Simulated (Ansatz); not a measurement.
## Pressure series in SrF2

The reference is SrF2 in the fluorite structure (space group Fm-3m, No. 225; a = 5.857 Å).

Cell and atoms are relaxed at each pressure.

Calculations: Ansatz (a program for electronic structure) PBE, no spin-orbit coupling.

Candidates:
(a) pressure 1.5 GPa
(b) pressure −1 GPa
(c) pressure −2 GPa
(d) pressure 10 GPa
(e) pressure 5 GPa

Before the change:

The band gap comes out as 6.78 eV.

Problem. Order them by band gap, highest first.

Solution. (d) pressure 10 GPa (7.45 eV), (e) pressure 5 GPa (7.15 eV), (a) pressure 1.5 GPa (6.91 eV), (b) pressure −1 GPa (6.70 eV), (c) pressure −2 GPa (6.61 eV)

Load acts through the strain it causes; cell and atoms are relaxed under it. Stability against distortions was not tested. Competing high-pressure phases were not computed.
